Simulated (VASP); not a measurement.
## Be: relaxation of shape and atoms at fixed volume with r2SCAN

The system is Be.

```
Be
1.0
     2.26034    0.00000    0.00000
    -1.13017    1.95751    0.00000
     0.00000    0.00000    3.57846
Be
2
Direct
  0.33333 0.66667 0.25000
  0.66667 0.33333 0.75000
```

```json
{
 "Program": "VASP 6.6.1",
 "Task": "relaxation of shape and atoms at fixed volume",
 "Functional": "r2SCAN",
 "Potentials or basis": "VASP PAW PBE potentials, release 64 (Be)",
 "Cutoff": "600 eV",
 "k mesh": "18 × 18 × 10",
 "Occupations": "methfessel-paxton, width 0.1 eV",
 "Spin": "no spin polarisation",
 "Further INCAR settings": "ALGO = Normal; EDIFF = 1e-07; IBRION = 2; EDIFFG = -0.01; NSW = 40; ISIF = 4"
}
```

```
Pressure after relaxing : 0.0 GPa
Band gap on the k mesh  : none (metal or under the smearing width)
```

Final structure:
```yaml
crystal:
  lattice:
    - [2.26034, 0.00000, 0.00000]
    - [-1.13017, 1.95751, 0.00000]
    - [0.00000, 0.00000, 3.57846]
  atoms:
    - { symbol: Be, position: [0.33333, 0.66667, 0.25000] }
    - { symbol: Be, position: [0.66667, 0.33333, 0.75000] }
```

Levels at points of the mesh, in eV from the Fermi level:
```
           k point  band 1  band 2  band 3  band 4  band 5
(0.00, 0.00, 0.00)  -12.43   -5.00    0.76   17.24   17.24
(0.50, 0.00, 0.00)   -5.57   -3.54    3.72    6.55    6.93
(0.00, 0.00, 0.50)  -10.11  -10.11   11.03   11.03   19.02
(0.50, 0.00, 0.50)   -4.05   -4.05    1.37    1.37   12.85
```

It took 63 s on 1 thread of Intel(R) Xeon(R) Platinum 8488C (Sapphire Rapids), with other jobs on the host, peak memory 0.14 GiB.

Caveat: the relaxation stopped at its first step, so nothing moved; the PAW data sets were made with another functional, which shifts forces and pressure a little.
